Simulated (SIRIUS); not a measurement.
Runs of SIRIUS 7.10.0 on C. The typed cell holds 4 atoms: a = 2.456 Å, b = 3.635 Å, c = 4.254 Å, α = 101.25°, β = 90.00°, γ = 109.74°. This is a stacking variant of graphite.

```tsv
level	gap on the mesh (eV)	pressure (GPa)	largest force (eV/Å)
revPBE	(c)	5.5	1.55
PBEsol	0.76	1.7	1.55
AM05	0.75	(a)	1.55
BLYP	0.75	10.6	1.53
PW91	0.75	4.5	(b)
```

Alike in all rows: task single point; potentials or basis PseudoDojo 0.4.1 PBE standard (scalar relativistic); no spin polarisation; cell as given; k mesh 6 × 4 × 4; cutoff (eV) 1127; smearing fermi-dirac 0.05 eV; the mesh is coarse, so values aren't converged.

Fill in the values left out.

(a) 1.8; (b) 1.54; (c) 0.73.

Caveats: all runs use coarse meshes; the potentials were made for another functional, which shifts forces and pressure.

A k mesh can miss the band edges.

Runs at the PBE level aren't shown here.
